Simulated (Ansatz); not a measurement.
Crystal: MnH2O2 (Pyrochroite).

```xyz
5
Lattice="3.2500 0.0000 0.0000 -1.6250 2.8146 0.0000 0.0000 0.0000 4.4800" Properties=species:S:1:pos:R:3 pbc="T T T"
Mn    0.0000    0.0000    0.0000
O     1.6250    0.9382    3.4675
O     0.0000    1.8764    1.0125
H     1.6250    0.9382    2.4819
H     0.0000    1.8764    1.9981
```

Base run:

| Quantity | Value |
| --- | --- |
| Program | Ansatz 0.2.0 |
| Functional | PBEsol |
| Potentials or basis | Ansatz PAW |
| Cutoff | 420 eV |
| Density cutoff | 1680 eV |
| k mesh | 9 × 9 × 6 |
| Occupations | gaussian, width 0.1 eV |
| Spin | collinear spin, ferromagnetic start |
| Starting moments | [4.0, 0.0, 0.0, 0.0, 0.0] μB |

Its results: band gap on the k mesh 0.11 eV, indirect (least direct gap 0.29 eV); pressure 6.2 GPa; net moment 5.00 μB per cell; site moments Mn +4.10; O +0.05; H +0.01 μB; largest force 0.896 eV/Å.

Question: After a change of settings the same cell gave: band gap on the k mesh none (metal or under the smearing width); pressure 6.2 GPa; net moment 5.00 μB per cell; site moments Mn +4.10; O +0.05; H +0.01 μB; largest force 0.894 eV/Å. Which change was it?
A. occupations from gaussian, width 0.1 eV to fermi-dirac, width 0.05 eV
B. functional from PBEsol to r2SCAN; cutoff from 420 eV to 500 eV; density cutoff from 1680 eV to 2000 eV; occupations from gaussian, width 0.1 eV to fermi-dirac, width 0.05 eV
C. functional from PBEsol to LDA; occupations from gaussian, width 0.1 eV to fermi-dirac, width 0.05 eV

Answer: A.

Caveats: a cell with one magnetic atom can't hold antiferromagnetic order, which such compounds often take; the PAW data sets come from PBE, with cores solved anew for the run's functional, which leaves a small shift of forces and pressure; odd divisions of the mesh miss points on the zone boundary, where band edges often lie, so the gap on the mesh can be too wide (some runs); semilocal functionals often make such compounds metallic where correlation or magnetic order opens a gap, which also shifts bond lengths (some runs).

Not every run made on this cell is shown here.
